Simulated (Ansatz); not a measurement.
AgCl (I-4m2) at 2 levels of theory

One geometry, relaxed with PBE; plane waves with PAW potentials in Ansatz, scalar-relativistic. No spin polarisation. Gaps are the least over mesh and band path; pressure is positive in compression.

```cif
data_structure
_symmetry_space_group_name_H-M 'I-4m2'
_symmetry_Int_Tables_number 119
_cell_length_a 4.2965
_cell_length_b 4.2965
_cell_length_c 6.0236
_cell_angle_alpha 90.000
_cell_angle_beta 90.000
_cell_angle_gamma 90.000
_cell_volume 111.19
loop_
_atom_site_label
_atom_site_type_symbol
_atom_site_symmetry_multiplicity
_atom_site_Wyckoff_symbol
_atom_site_fract_x
_atom_site_fract_y
_atom_site_fract_z
_atom_site_occupancy
Ag1 Ag 2 a 0.00000 0.00000 0.00000 1
Cl1 Cl 2 d 0.50000 0.00000 0.25000 1
```

```
level  cutoff (eV)    k mesh  gap (eV)  pressure (GPa)
  PBE          420  10×10×10      1.29             0.0
```

**Question.** What comes out on the same cell with r2SCAN?

**Answer.**
| level | cutoff (eV) | k mesh | gap (eV) | pressure (GPa) |
| --- | --- | --- | --- | --- |
| r2SCAN | 500 | 10×10×10 | 1.68 | -1.1 |

The structure comes from a generated guess; another structure or a mixture of phases may lie lower.
